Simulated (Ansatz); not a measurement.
Starting cell, LaAlO$_{3}$ (cubic perovskite):

```yaml
crystal:
  lattice:
    - [3.81241, 0.00000, 0.00000]
    - [0.00000, 3.81241, 0.00000]
    - [0.00000, 0.00000, 3.81241]
  atoms:
    - { symbol: La, position: [0.00000, 0.00000, 0.00000] }
    - { symbol: Al, position: [0.50000, 0.50000, 0.50000] }
    - { symbol: O, position: [0.00000, 0.50000, 0.50000] }
    - { symbol: O, position: [0.50000, 0.50000, 0.00000] }
    - { symbol: O, position: [0.50000, 0.00000, 0.50000] }
```

A phonon eigenvector at Γ is frozen into this cell: atom i moves by Q times the vector below, so Q is the largest atomic displacement, in Å. The cell is held. It is one choice among 3 degenerate patterns.

| atom | x | y | z |
|---|---|---|---|
| La1 | 0.000 | 0.000 | -0.003 |
| Al2 | 0.000 | 0.000 | -0.260 |
| O3 | 0.000 | 0.000 | -0.265 |
| O4 | 0.000 | 0.000 | 1.000 |
| O5 | 0.000 | 0.000 | -0.265 |

All values below come from PBE (plane waves to 420 eV, PAW, scalar-relativistic; Ansatz, a quantum-chemistry and plane-wave program). k mesh 9×9×9 (Γ-centred), Fermi-Dirac smearing 0.05 eV. The energy includes the smearing's −TS. LaAlO3 is run without spin polarisation. LaAlO3 was relaxed with its symmetry unable to fall. This is a high-temperature form of LaAlO3. The zero of ΔE is the undisplaced structure.

```tsv
Q (Å)	ΔE (meV/cell)
-0.280	1528
-0.187	590
-0.093	135
0.000	0
0.093	135
0.187	590
0.280	1528
```

Q: Which DFPT wavenumber at Γ belongs to this mode?
(A) 135 cm⁻¹
(B) 638 cm⁻¹
(C) 269 cm⁻¹
(D) 402 cm⁻¹

A: B, 638 cm⁻¹. The curvature of the scan gives 638 cm⁻¹

(For displaced atoms, the force is minus the slope of the energy, and its curvature is a force constant, which sets phonon frequencies.)
